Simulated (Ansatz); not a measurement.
Reactions of C7H14, SMILES `C=CCCCCC`.

Computed with Ansatz on PBE0-D4/def2-TZVP structures; ΔE is electronic, products minus reactants. CBS: MP2 limit from def2 TZ/QZ plus the TZ coupled-cluster correction, frozen cores. This one scheme is used for every species. One conformer a species, not always the lowest.

(1) Order these by ΔE at CCSD(T)/CBS, lowest first. (Estimate.)
A. `C=CCCCCC` + `O[SiH3]` → `C=CCO[SiH3]` + `CCCC`
B. `C=CCCCCC` + `C=N` → `C=CN=C` + `CCCCC`
C. `C=CCCCCC` + `BN` → `BNCC=C` + `CCCC`
D. `C=CCCCCC` + `[AlH2][SH]` → `CCC[S][AlH2]` + `C=CCC`
E. `C=CCCCCC` + `NCBO` → `COBCN` + `C=CCCCC`

Largest T1 diagnostic: 0.012, for `BN`.

## Answers

(1) B (-1.6 kJ/mol), D (+12.3 kJ/mol), C (+23.4 kJ/mol), A (+48.4 kJ/mol), E (+67.4 kJ/mol).
